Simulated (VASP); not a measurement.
A run of VASP 6.6.1:

INCAR

```
PREC = Accurate
ENCUT = 520
EDIFF = 1E-8
ISMEAR = 0
SIGMA = 0.05
LREAL = False
LASPH = True
NELM = 100
ALGO = Normal
ISIF = 2
LWAVE = False
LCHARG = False
GGA = PS
LEPSILON = True
IBRION = 8
```

Contents of KPOINTS:

```
Automatic mesh
0
Gamma
  12 12 12
```

POSCAR

```
BN
1.0
    1.2511217832      0.7223354983      3.3729344033
   -1.2511217832      0.7223354983      3.3729344033
    0.0000000000     -1.4446709966      3.3729344033
N B
1 1
Direct
    0.6672382000      0.6672382000      0.6672382000
    0.0003288000      0.0003288000      0.0003288000
```

Potentials or basis: VASP PAW PBE potentials, release 64 (N, B).

The run is started by

```bash
$ cat potpaw_PBE.64/N/POTCAR potpaw_PBE.64/B/POTCAR > POTCAR
$ mpirun -np 1 vasp_std > vasp.out
```

Hardware: 1 thread of Intel(R) Xeon(R) Platinum 8375C CPU @ 2.90GHz (Ice Lake), on a shared host.

Problem. How long does it take, and how much memory?

Solution. Run time: 13 min on 1 thread of Intel(R) Xeon(R) Platinum 8375C CPU @ 2.90GHz (Ice Lake), with other jobs on the host, peak memory 0.47 GiB. Counts: scf iterations 130, k points 189.
